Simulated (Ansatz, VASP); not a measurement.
**Fe: VASP beside Ansatz**

```
CELL_PARAMETERS angstrom
0.00000 1.92871 1.95192
1.48838 0.00000 1.95192
1.48838 1.92871 0.00000
ATOMIC_POSITIONS crystal
Fe 0.00000 0.00000 0.00000
```

Alike in both runs: task single point; functional PBEsol; k mesh 13 × 13 × 13; occupations fermi-dirac, width 0.05 eV; collinear spin.

|  | VASP | Ansatz |
| --- | --- | --- |
| version | VASP 6.6.1 | Ansatz 0.2.0 |
| potentials or method | VASP PAW PBE potentials, release 64 (Fe) | Ansatz PAW |
| plane-wave cutoff (eV) | 520 | 420 |
| valence electrons in the cell | 8 | 16 |

Ansatz gave:

- gap on the k mesh at the Fermi level (eV): none
- pressure (GPa): -7.0
- largest component of the traceless stress (GPa): 6.03
- net moment per atom (μB): 2.13
- size of the moment on the site where the two differ most (μB): 2.17

Question: What did VASP give for the same quantities?

Answer: gap on the k mesh at the Fermi level (eV): none; pressure (GPa): -7.3; largest component of the traceless stress (GPa): 5.86; net moment per atom (μB): 2.15; size of the moment on the site where the two differ most (μB): 2.14.

Site moments also hang on the region over which each program counts them. A gap of «none» marks a metal or a gap that the smearing closes. The two sets of potentials don't hold the same shells in valence.

Caveats: the PAW data sets were made with another functional, which shifts forces and pressure a little (VASP); the PAW data sets come from PBE, with cores solved anew for the run's functional, which leaves a small shift of forces and pressure (Ansatz).
